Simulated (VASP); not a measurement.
# AlFe (Pm-3m) in VASP: electric field gradients with PBE

Aim: the electric field gradients of AlFe with PBE.

All numbers are computed with VASP 6.6.1; they aren't measurements. Logs are shortened: lines on timing, memory, paths and dates and some standing lists are left out, and cuts for length are marked.

### Step 1. The undisturbed crystal

It takes space group Pm-3m (No. 221, cubic). Conventional cell: a = 2.910 Å, b = 2.910 Å, c = 2.910 Å, α = 90.00°, β = 90.00°, γ = 90.00°. Al (site symmetry m-3m) is surrounded by 8 Fe at 2.52 Å. Around Fe (site symmetry m-3m) lie 8 Al at 2.52 Å.

### Step 2. Electric field gradients, PBE, collinear spin, typed start (atom 2 (Fe) moved by [0.2, 0.0, 0.0] A, crystal datasets)

INCAR

```
PREC = Accurate
ENCUT = 520
EDIFF = 1E-8
ISMEAR = -1
SIGMA = 0.05
LREAL = F
LASPH = T
NELM = 150
ALGO = Normal
ISIF = 2
LWAVE = F
LCHARG = F
ISPIN = 2
MAGMOM = 0 3
LORBIT = 11
LMAXMIX = 4
GGA = PE
LEFG = T
NBANDS = 16
```

KPOINTS

```
regular mesh
0
Gamma
  12 12 12
```

POSCAR

```
AlFe
1.0
    2.9100000000      0.0000000000      0.0000000000
    0.0000000000      2.9100000000      0.0000000000
    0.0000000000      0.0000000000      2.9100000000
Al Fe
1 1
Direct
    0.0000000000      0.0000000000      0.0000000000
    0.5687285223      0.5000000000      0.5000000000
```

Potentials or basis: VASP PAW PBE potentials, release 64 (Al, Fe).

Started as:

```console
$ cat potpaw_PBE.64/Al/POTCAR potpaw_PBE.64/Fe/POTCAR > POTCAR
$ mpirun -np 1 vasp_std > vasp.out
```

OUTCAR:

```text
PREC = Accurate
   ENCUT = 520
   EDIFF = 1E-8
   ISMEAR = -1
   LREAL = F
   LASPH = T
   NELM = 150
   ISIF = 2
   ISPIN = 2
   LORBIT = 11
   GGA = PE

 ion  position               nearest neighbor table
   1  0.000  0.000  0.000-   2 2.41   2 2.41   2 2.41   2 2.41   2 2.64   2 2.64   2 2.64   2 2.64

   2  0.569  0.500  0.500-   1 2.41   1 2.41   1 2.41   1 2.41   1 2.64   1 2.64   1 2.64   1 2.64

  LATTYP: Found a simple cubic cell.
 ALAT       =     2.9100000000

  Lattice vectors:

 A1 = (   2.9100000000,   0.0000000000,   0.0000000000)
 A2 = (   0.0000000000,   2.9100000000,   0.0000000000)
 A3 = (   0.0000000000,   0.0000000000,   2.9100000000)

Analysis of symmetry for initial positions (statically):
=====================================================================
 Subroutine PRICEL returns:
 Original cell was already a primitive cell.

 Routine SETGRP: Setting up the symmetry group for a
 simple cubic supercell.

 Subroutine GETGRP returns: Found  8 space group operations
 (whereof  8 operations were pure point group operations)
 out of a pool of 48 trial point group operations.

The static configuration has the point symmetry C_4v.

Analysis of symmetry for dynamics (positions and initial velocities):
=====================================================================
 Subroutine PRICEL returns:
 Original cell was already a primitive cell.

 Routine SETGRP: Setting up the symmetry group for a
 simple cubic supercell.

 Subroutine GETGRP returns: Found  8 space group operations
 (whereof  8 operations were pure point group operations)
 out of a pool of 48 trial point group operations.

The dynamic configuration has the point symmetry C_4v.

Analysis of structural, dynamic, and magnetic symmetry:
=====================================================================
 Subroutine PRICEL returns:
 Original cell was already a primitive cell.

 Routine SETGRP: Setting up the symmetry group for a
 simple cubic supercell.

 Subroutine GETGRP returns: Found  8 space group operations
 (whereof  8 operations were pure point group operations)
 out of a pool of 48 trial point group operations.

The overall configuration has the point symmetry C_4v.

 Subroutine INISYM returns: Found  8 space group operations
 (whereof  8 operations are pure point group operations),
 and found     1 'primitive' translations

----------------------------------------------------------------------------------------

                                     Primitive cell

  volume of cell :      24.6422

  direct lattice vectors                    reciprocal lattice vectors
     2.910000000  0.000000000  0.000000000     0.343642612  0.000000000  0.000000000
     0.000000000  2.910000000  0.000000000     0.000000000  0.343642612  0.000000000
     0.000000000  0.000000000  2.910000000     0.000000000  0.000000000  0.343642612

  length of vectors
     2.910000000  2.910000000  2.910000000     0.343642612  0.343642612  0.343642612

  position of ions in fractional coordinates (direct lattice)
     0.000000000  0.000000000  0.000000000
     0.568728522  0.500000000  0.500000000

  ion indices of the primitive-cell ions
   primitive index   ion index
                 1           1
                 2           2

----------------------------------------------------------------------------------------

 KPOINTS: regular mesh

Automatic generation of k-mesh.
 Grid dimensions read from file:
 generate k-points for:   12   12   12

 Generating k-lattice:

  Cartesian coordinates                     Fractional coordinates (reciprocal lattice)
     0.028636884  0.000000000  0.000000000     0.083333333  0.000000000  0.000000000
[... 58 lines left out ...]
   NELM   =    150;   NELMIN=  2; NELMDL= -5     # of ELM steps
   EDIFF  = 0.1E-07   stopping-criterion for ELM
   LREAL  =      F    real-space projection
   EDIFFG = 0.1E-06   stopping-criterion for IOM
   NSW    =      0    number of steps for IOM
   IBRION =     -1    ionic relax: 0-MD 1-quasi-New 2-CG
   NFREE  =      0    steps in history (QN), initial steepest desc. (CG)
   ISIF   =      2    stress and relaxation
   ISYM   =      2    0-nonsym 1-usesym 2-fastsym
   POTIM  = 0.5000    time-step for ionic-motion
   TEBEG  =    0.0;   TEEND  =   0.0 temperature during run
   PSTRESS=    0.0 pullay stress
   NELECT =      11.0000    total number of electrons
   NUPDOWN=      -1.0000    fix difference up-down
   EMIN   =  10.00;   EMAX   =-10.00  energy-range for DOS
   EFERMI =   0.00;   METHOD = LEGACY
   ISMEAR =    -1;   SIGMA  =   0.05  broadening in eV -4-tet -1-fermi 0-gaus
   EFERMI_NEDOS =   21; number of points for ismear=-14 and -15
   IALGO  =     38    algorithm
   IMIX   =      4    mixing-type and parameters
     AMIX     =   0.40;   BMIX     =  1.00
     AMIX_MAG =   1.60;   BMIX_MAG =  1.00
  volume/ion in A,a.u.               =      12.32        83.15
  Fermi-wavevector in a.u.,A,eV,Ry     =   1.251160  2.364349 21.298567  1.565401
  Thomas-Fermi vector in A             =   2.385120
   LORBIT       =     11    0 simple, 1 ext, 2 COOP (PROOUT), +10 PAW based schemes
   GGA     = PE    functional components
   LHFCALC =     F    Hartree Fock is set to
   AEXX    =    0.0000 exact exchange contribution
   IVDW    =     0    specifies the selected vdW correction
   LEPSILON=     F    determine dielectric tensor
   LRPA    =     F    only Hartree local field effects (RPA)
 spin polarized calculation
  energy-cutoff  :      520.00
  volume of cell :       24.64
 maximum number of plane-waves:       691
 NGX is ok and might be reduce to    24
   NGX = 11   NGY = 11   NGZ = 11

 number of electron      10.9999998 magnetization       0.7359681

 Free energy of the ion-electron system (eV)
  ---------------------------------------------------
  ext. energy  EPLUGINS =         0.00000000
  ---------------------------------------------------
  free energy    TOTEN  =       -12.50233645 eV

  energy without entropy =      -12.48341526  energy(sigma->0) =      -12.49287586

 E-fermi :   7.6464     XC(G=0): -11.9611

 val. band max:        7.6404906746   @ k =   0.3333   0.2500   0.0000
 cond. band min:       7.6486717735   @ k =   0.4167   0.5000   0.4167
 fundamental gap:      0.0081810988
 Fermi energy:         7.6463634926

 spin component 1

 k-point     1 :       0.0000    0.0000    0.0000
  band No.  band energies     occupation
      1      -2.5544      1.00000
      2       5.1815      1.00000
      3       5.2142      1.00000
      4       7.1837      0.99990
      5       7.1837      0.99990
      6       7.2050      0.99985
[... 435 lines left out ...]
      5       6.5048      1.00000
      6       7.2032      0.99986
[... 8 lines left out ...]
     15      26.9341      0.00000
     16      28.1683      0.00000

 [... further k-points ...]

 spin component 2

 k-point     1 :       0.0000    0.0000    0.0000
  band No.  band energies     occupation
      1      -2.5516      1.00000
      2       5.5874      1.00000
      3       5.6003      1.00000
      4       8.0223      0.00054
      5       8.0875      0.00015
      6       8.0875      0.00015
[... 435 lines left out ...]
      5       7.2329      0.99974
      6       8.1091      0.00010
[... 8 lines left out ...]
     15      26.9852      0.00000
     16      28.1624      0.00000

 [... further k-points ...]
[... 5 lines left out ...]
  --------------------------------------------------------------------------------------
  -------------------------------------------------------------------------------------
  Total       -0.8070939     -0.3481293     -0.3481293      0.0000000     -0.0000000      0.0000000
  in kB      -52.4753905    -22.6345679    -22.6345679      0.0000000     -0.0000000      0.0000000
  external PRESSURE =     -32.5815088 kB  Pullay stress =       0.0000000 kB

 VOLUME and BASIS-vectors are now :
 -----------------------------------------------------------------------------
  energy-cutoff  :      520.00
  volume of cell :       24.64
      direct lattice vectors                 reciprocal lattice vectors
     2.910000000  0.000000000  0.000000000     0.343642612  0.000000000  0.000000000
     0.000000000  2.910000000  0.000000000     0.000000000  0.343642612  0.000000000
     0.000000000  0.000000000  2.910000000     0.000000000  0.000000000  0.343642612

 POSITION                                       TOTAL-FORCE (eV/Angst)
 -----------------------------------------------------------------------------------
      0.00000      0.00000      0.00000         1.383540      0.000000     -0.000000
      1.65500      1.45500      1.45500        -1.383540     -0.000000      0.000000
 -----------------------------------------------------------------------------------
    total drift:                                0.000074      0.000000      0.000002

  FREE ENERGIE OF THE ION-ELECTRON SYSTEM (eV)
  ---------------------------------------------------
  free  energy   TOTEN  =       -12.5023364493 eV

  energy  without entropy=      -12.4834152609  energy(sigma->0) =      -12.49287586

 Electric field gradients (V/A^2)
---------------------------------------------------------------------
 ion       V_xx      V_yy      V_zz      V_xy      V_xz      V_yz
---------------------------------------------------------------------
   1       4.055    -2.027    -2.027    -0.000    -0.000    -0.000
   2       7.871    -3.936    -3.936     0.000    -0.000     0.000
---------------------------------------------------------------------

 Electric field gradients after diagonalization (V/A^2)
 (convention: |V_zz| > |V_xx| > |V_yy|)
----------------------------------------------------------------------
 ion       V_xx      V_yy      V_zz     asymmetry (V_yy - V_xx)/ V_zz
----------------------------------------------------------------------
   1      -2.027    -2.027     4.055       0.000
   2      -3.936    -3.936     7.871       0.000
----------------------------------------------------------------------

           NMR quadrupolar parameters

 Cq : quadrupolar parameter    Cq=e*Q*V_zz/h
 eta: asymmetry parameters     (V_yy - V_xx)/ V_zz
 Q  : nuclear electric quadrupole moment in mb (millibarn)
----------------------------------------------------------------------
 ion       Cq(MHz)       eta       Q (mb)
----------------------------------------------------------------------
   1       0.010       0.000       1.000
   2       0.019       0.000       1.000
----------------------------------------------------------------------

 total charge

# of ion       s       p       d       tot
------------------------------------------
    1        0.402   0.424   0.000   0.826
    2        0.422   0.479   6.464   7.365
--------------------------------------------------
tot          0.824   0.903   6.464   8.191

 magnetization (x)

# of ion       s       p       d       tot
------------------------------------------
    1       -0.009  -0.016   0.000  -0.025
    2       -0.000   0.008   0.774   0.781
--------------------------------------------------
tot         -0.009  -0.009   0.774   0.756
```

It took 2 min on 1 thread of Intel Xeon Platinum 8259CL at 2.50GHz (Skylake/Cascade Lake), shared host; peak memory 0.24 GiB.

Results:

```yaml
Free_energy: -12.5023 eV
Pressure: -3.3 GPa
Largest_force: 1.384 eV/Å
Band_gap_on_the_k_mesh: none (metal or under the smearing width)
Net_moment: 0.74 μB per cell
Site_moments: Al -0.03; Fe +0.78 μB
Valence_electrons_inside_the_program's_atomic_spheres: Al 0.83; Fe 7.37
```

Forces on the atoms (eV/Å):
```
Al   1.384  0.000  0.000
Fe  -1.384  0.000  0.000
```

Stress tensor (GPa, compression positive):
```
-5.25  0.00  0.00
 0.00 -2.26  0.00
 0.00  0.00 -2.26
```

Electric field gradients, principal values (V/Å²):
```
atom     Vxx     Vyy    Vzz
1 Al  -2.027  -2.027  4.055
2 Fe  -3.936  -3.936  7.871
```

Caveat: forces of over 1 eV/Å show positions far from the minimum, so gaps and moduli don't describe the material at rest.
